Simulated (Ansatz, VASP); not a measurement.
Sr: VASP beside Ansatz

```
Sr
1.0
     3.25022    0.00000    0.00000
    -1.62511    2.81477    0.00000
     0.00000    0.00000   10.52186
Sr
4
Direct
  0.00000 0.00000 0.00000
  0.00000 0.00000 0.50000
  0.33333 0.66667 0.25000
  0.66667 0.33333 0.75000
```

Alike in both runs: task single point; functional LDA; k mesh 11 × 11 × 3; occupations fermi-dirac, width 0.05 eV; no spin polarisation.

```csv
,VASP,Ansatz
version,VASP 6.6.1,Ansatz 0.2.0
potentials or method,"VASP PAW LDA potentials, release 64 (Sr_sv), cutoff 520 eV","all-electron LAPW, scalar-relativistic"
```

Ansatz gave:

- pressure (GPa): 25.0

Task: Which values does VASP return?

Result: Pressure (GPa): 25.3.

Ansatz ran all-electron here, so the differences hold the error of VASP's frozen core and of both bases.

Caveats: so large a pressure means that the cell lies far from this level's equilibrium, or that cutoff or potentials fall short (VASP).
